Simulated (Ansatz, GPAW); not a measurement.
## One calculation of Ge, 4 ways

```
CELL_PARAMETERS angstrom
1.48805 -2.59469 0.00000
1.48805 2.59469 0.00000
0.00000 0.00000 4.72760
ATOMIC_POSITIONS crystal
Ge 0.33345 0.66655 0.25000
Ge 0.66655 0.33345 0.75000
```

This isn't the form of Ge at room conditions, which is diamond.

Alike in all runs: task band structure; functional PBEsol; k mesh 10 × 10 × 6; occupations fermi-dirac, width 0.05 eV; no spin polarisation; no spin-orbit coupling. Pressure is positive in compression and, in plane waves, holds the error of the finite cutoff, which Ansatz's Pulay term estimates and takes out.

```csv
program and potentials,plane-wave cutoff (eV),notes,pressure (GPa)
"Ansatz, Ansatz PAW",420,"potentials made for PBE, which Ansatz adapts in part; 14 valence electrons an atom on average; Pulay term of +0.04 GPa included",0.50
"Ansatz, all-electron LAPW, scalar-relativistic",-,-,0.54
"Ansatz, PAW datasets made for the crystal",140,4 valence electrons an atom on average,0.54
"GPAW, PAW data sets generated for this functional",600,4 valence electrons an atom on average,0.18
```

The pressure spans 0.18 (GPAW, PAW data sets generated for this functional) to 0.54 GPa (Ansatz, all-electron LAPW, scalar-relativistic), with all-electron results at 0.54.

Differences between rows come from potentials, basis sets and numerical settings, since the functional is the same but for its coding. Runs on potential files found faulty are left out.
